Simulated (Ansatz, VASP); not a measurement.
One calculation of Ni, two programs

```
Ni
1.0
     2.39805    0.00000    0.00000
    -1.19902    2.07677    0.00000
     0.00000    0.00000    3.98967
Ni
2
Direct
  0.66667 0.33333 0.75000
  0.33333 0.66667 0.25000
```

This isn't the form of Ni at room conditions, which is fcc.

Alike in both runs: task single point; functional r2SCAN; k mesh 12 × 12 × 7; occupations fermi-dirac, width 0.05 eV; collinear spin.

|  | VASP | Ansatz |
| --- | --- | --- |
| version | VASP 6.6.1 | Ansatz 0.2.0 |
| potentials or method | VASP PAW PBE potentials, release 64 (Ni) | Ansatz PAW |
| plane-wave cutoff (eV) | 520 | 500 |
| valence electrons in the cell | 20 | 36 |

```csv
,VASP,Ansatz,Ansatz less VASP
gap on the k mesh at the Fermi level (eV),none,none,-
pressure (GPa),15.2,14.9,-0.29
largest component of the traceless stress (GPa),1.43,1.45,+0.023
net moment per atom (μB),0.69,0.71,+0.022
size of the moment on the site where the two differ most (μB),0.70,0.77,+0.072
```

Site moments also hang on the region over which each program counts them. A gap of «none» marks a metal or a gap that the smearing closes. The two sets of potentials don't hold the same shells in valence.

Caveats: so large a pressure means that the cell lies far from this level's equilibrium, or that cutoff or potentials fall short (VASP); the potentials were made for another functional, which shifts forces and pressure (VASP); the magnetic or orbital state may not be the lowest (Ansatz); the PAW data sets come from PBE, with cores solved anew for the run's functional, which leaves a small shift of forces and pressure (Ansatz).
